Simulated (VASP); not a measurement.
# Si (P6_3/mmc) in VASP: single point with LDA

Aim: the single point of Si with LDA.

Everything below comes from runs of VASP 6.6.1. Logs are shortened: lines on timing, memory, paths and dates and some standing lists are left out, and cuts for length are marked.

### Step 1. Starting point

Symmetry: P6_3/mmc, No. 194, hexagonal system. Conventional cell: a = 2.666 Å, b = 2.666 Å, c = 4.506 Å, α = 90.00°, β = 90.00°, γ = 120.00°. Around Si (site symmetry -6m2) lie 12 Si at 2.67 to 2.73 Å.

This isn't the form of Si at room conditions, which is diamond.

### Step 2. Single point, LDA

File INCAR:

```
SYSTEM = Si
  PREC = Accurate
  ENCUT = 520
  EDIFF = 1E-7
  ISMEAR = 0
  SIGMA = 0.1
  LREAL = .FALSE.
  LASPH = .TRUE.
  NELM = 60
  ALGO = Fast
  ISIF = 2
  LWAVE = .FALSE.
  LCHARG = .FALSE.
  NBANDS = 11
```

File KPOINTS:

```
regular mesh
0
G
  9 9 4
  0 0 0
```

File POSCAR:

```
Si
1.0
    2.6655775094      0.0000000000      0.0000000000
   -1.3327887547      2.3084578389      0.0000000000
    0.0000000000      0.0000000000      4.5062692700
Si
2
Direct
    0.3333333300      0.6666666700      0.2500000000
    0.6666666700      0.3333333300      0.7500000000
```

Potentials or basis: VASP PAW LDA potentials, release 64 (Si).

Run with:

```sh
cat potpaw_LDA.64/Si/POTCAR > POTCAR
mpirun -np 1 vasp_std > vasp.out
```

OUTCAR:

```text
SYSTEM = Si
   PREC = Accurate
   ENCUT = 520
   EDIFF = 1E-7
   ISMEAR = 0
   LREAL = .FALSE.
   LASPH = .TRUE.
   NELM = 60
   ISIF = 2

 ion  position               nearest neighbor table
   1  0.333  0.667  0.250-   2 2.73   2 2.73   2 2.73   2 2.73   2 2.73   2 2.73
   2  0.667  0.333  0.750-   1 2.73   1 2.73   1 2.73   1 2.73   1 2.73   1 2.73

  LATTYP: Found a hexagonal cell.
 ALAT       =     2.6655775094
 C/A-ratio  =     1.6905414508

  Lattice vectors:

 A1 = (   2.6655775094,   0.0000000000,   0.0000000000)
 A2 = (  -1.3327887547,   2.3084578389,   0.0000000000)
 A3 = (   0.0000000000,   0.0000000000,   4.5062692700)

Analysis of symmetry for initial positions (statically):
=====================================================================
 Subroutine PRICEL returns:
 Original cell was already a primitive cell.

 Routine SETGRP: Setting up the symmetry group for a
 hexagonal supercell.

 Subroutine GETGRP returns: Found 24 space group operations
 (whereof 12 operations were pure point group operations)
 out of a pool of 24 trial point group operations.

The static configuration has the point symmetry D_3d.
 The point group associated with its full space group is D_6h.

Analysis of symmetry for dynamics (positions and initial velocities):
=====================================================================
 Subroutine PRICEL returns:
 Original cell was already a primitive cell.

 Routine SETGRP: Setting up the symmetry group for a
 hexagonal supercell.

 Subroutine GETGRP returns: Found 24 space group operations
 (whereof 12 operations were pure point group operations)
 out of a pool of 24 trial point group operations.

The dynamic configuration has the point symmetry D_3d.
 The point group associated with its full space group is D_6h.

 Subroutine INISYM returns: Found 24 space group operations
 (whereof 12 operations are pure point group operations),
 and found     1 'primitive' translations

----------------------------------------------------------------------------------------

                                     Primitive cell

  volume of cell :      27.7288

  direct lattice vectors                    reciprocal lattice vectors
     2.665577509  0.000000000  0.000000000     0.375153225  0.216594816  0.000000000
    -1.332788755  2.308457839  0.000000000     0.000000000  0.433189631  0.000000000
     0.000000000  0.000000000  4.506269270     0.000000000  0.000000000  0.221913059

  length of vectors
     2.665577509  2.665577509  4.506269270     0.433189631  0.433189631  0.221913059

  position of ions in fractional coordinates (direct lattice)
     0.333333330  0.666666670  0.250000000
[... 92 lines left out ...]
   EFERMI =   0.00;   METHOD = LEGACY
   ISMEAR =     0;   SIGMA  =   0.10  broadening in eV -4-tet -1-fermi 0-gaus
   EFERMI_NEDOS =   21; number of points for ismear=-14 and -15
   IALGO  =     68    algorithm
   IMIX   =      4    mixing-type and parameters
     AMIX     =   0.40;   BMIX     =  1.00
     AMIX_MAG =   1.60;   BMIX_MAG =  1.00
  volume/ion in A,a.u.               =      13.86        93.56
  Fermi-wavevector in a.u.,A,eV,Ry     =   1.081753  2.044216 15.921389  1.170189
  Thomas-Fermi vector in A             =   2.217777
   LORBIT       =      0    0 simple, 1 ext, 2 COOP (PROOUT), +10 PAW based schemes
   GGA     = CA    functional components
   LHFCALC =     F    Hartree Fock is set to
   AEXX    =    0.0000 exact exchange contribution
   IVDW    =     0    specifies the selected vdW correction
   LEPSILON=     F    determine dielectric tensor
   LRPA    =     F    only Hartree local field effects (RPA)
 non-spin polarized calculation
 RMM-DIIS sequential band-by-band and
 Gauss-broadening in eV      SIGMA  =   0.10
  energy-cutoff  :      520.00
  volume of cell :       27.73
 maximum number of plane-waves:       771
 NGX is ok and might be reduce to    20
   NGX =  9   NGY =  9   NGZ = 17

 number of electron       8.0000001 magnetization

 Free energy of the ion-electron system (eV)
  ---------------------------------------------------
  ext. energy  EPLUGINS =         0.00000000
  ---------------------------------------------------
  free energy    TOTEN  =       -11.17266545 eV

  energy without entropy =      -11.17146748  energy(sigma->0) =      -11.17206646

 E-fermi :  10.9021     XC(G=0): -11.4375

 val. band max:       10.8494240270   @ k =   0.4444   0.1111   0.0000
 cond. band min:      11.0549640396   @ k =   0.3333   0.1111   0.2500
 fundamental gap:      0.2055400126
 Fermi energy:        10.9021484383

 k-point     1 :       0.0000    0.0000    0.0000
  band No.  band energies     occupation
      1      -4.0917      2.00000
      2       2.4922      2.00000
      3       3.3805      2.00000
      4      19.6551      0.00000
      5      19.6551      0.00000
      6      20.9718      0.00000
      7      20.9718      0.00000
      8      21.4349      0.00000
      9      21.7682      0.00000
     10      24.1279      0.00000
     11      24.7727      0.00000
[... 309 lines left out ...]
 k-point    24 :       0.3333    0.3333    0.2500
  band No.  band energies     occupation
      1       4.9406      2.00000
      2       4.9406      2.00000
      3       5.7768      2.00000
      4       8.3752      2.00000
      5       8.3752      2.00000
      6       8.9684      2.00000
      7      14.8308      0.00000
      8      14.8308      0.00000
      9      16.6288      0.00000
     10      24.5371      0.00000
     11      24.5371      0.00000

 [... further k-points ...]

------------------------ aborting loop because EDIFF is reached ----------------------------------------

  FORCE on cell =-STRESS in cart. coord.  units (eV):
  Direction    XX          YY          ZZ          XY          YZ          ZX
  --------------------------------------------------------------------------------------
  -------------------------------------------------------------------------------------
  Total        0.3639803      0.3639803     -1.0274101     -0.0000000      0.0000000      0.0000000
  in kB       21.0309072     21.0309072    -59.3641189     -0.0000000      0.0000000      0.0000000
  external PRESSURE =      -5.7674348 kB  Pullay stress =       0.0000000 kB

 VOLUME and BASIS-vectors are now :
 -----------------------------------------------------------------------------
  energy-cutoff  :      520.00
  volume of cell :       27.73
      direct lattice vectors                 reciprocal lattice vectors
     2.665577509  0.000000000  0.000000000     0.375153225  0.216594816  0.000000000
    -1.332788755  2.308457839  0.000000000     0.000000000  0.433189631  0.000000000
     0.000000000  0.000000000  4.506269270     0.000000000  0.000000000  0.221913059

 POSITION                                       TOTAL-FORCE (eV/Angst)
 -----------------------------------------------------------------------------------
     -0.00000      1.53897      1.12657        -0.000000      0.000000      0.000000
      1.33279      0.76949      3.37970         0.000000     -0.000000      0.000000
 -----------------------------------------------------------------------------------
    total drift:                               -0.000000      0.000000     -0.000000

  FREE ENERGIE OF THE ION-ELECTRON SYSTEM (eV)
  ---------------------------------------------------
  free  energy   TOTEN  =       -11.1726654537 eV

  energy  without entropy=      -11.1714674761  energy(sigma->0) =      -11.17206646
```

stdout:

```text
POSCAR found type information on POSCAR Si
 POSCAR found :  1 types and       2 ions
 scaLAPACK will be used
 LDA part: xc-table for (Slater(with rela. corr.)+CA(PZ))
 , standard interpolation
 POSCAR, INCAR and KPOINTS ok, starting setup
 FFT: planning ... GRIDC
 FFT: planning ... GRID_SOFT
 FFT: planning ... GRID
 WAVECAR not read
 entering main loop
```

It took 5.4 s on 1 thread of Intel Xeon Platinum 8488C (Sapphire Rapids), shared host; peak memory 0.12 GiB.

Results:

| Item | Value |
| --- | --- |
| Free energy | -11.1727 eV |
| Pressure | -0.6 GPa |
| Band gap on the k mesh | none (metal or under the smearing width) |

Stress tensor (GPa, compression positive):
```
 2.10  0.00  0.00
 0.00  2.10  0.00
 0.00  0.00 -5.94
```
